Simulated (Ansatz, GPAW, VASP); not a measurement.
HgTe: programs and potentials compared

```xyz
2
Lattice="0.0000 3.2145 3.2145 3.2145 0.0000 3.2145 3.2145 3.2145 0.0000" Properties=species:S:1:pos:R:3 pbc="T T T"
Hg    0.0000    0.0000    0.0000
Te    4.8217    4.8217    4.8217
```

Alike in all runs: task single point; functional PBE; k mesh 7 × 7 × 7; occupations gaussian, width 0.029 eV; no spin polarisation; no spin-orbit coupling. Pressure is positive in compression and, in plane waves, holds the error of the finite cutoff.

| program and potentials | plane-wave cutoff (eV) | notes | pressure (GPa) |
| --- | --- | --- | --- |
| Ansatz, all-electron LAPW, scalar-relativistic | - | - | ? |
| GPAW, GPAW PAW data sets (gpaw-data 1.2.1) | 600 | 12 valence electrons an atom on average | 4.51 |
| VASP, PBE PAW files Hg, Te, 520 eV | 520 | 9 valence electrons an atom on average | 4.63 |

Problem. Estimate from the other rows what the run with Ansatz, all-electron LAPW, scalar-relativistic gave.

Solution. Pressure 4.56 GPa. The other rows, which needn't bracket it: pressure 4.51 to 4.63.
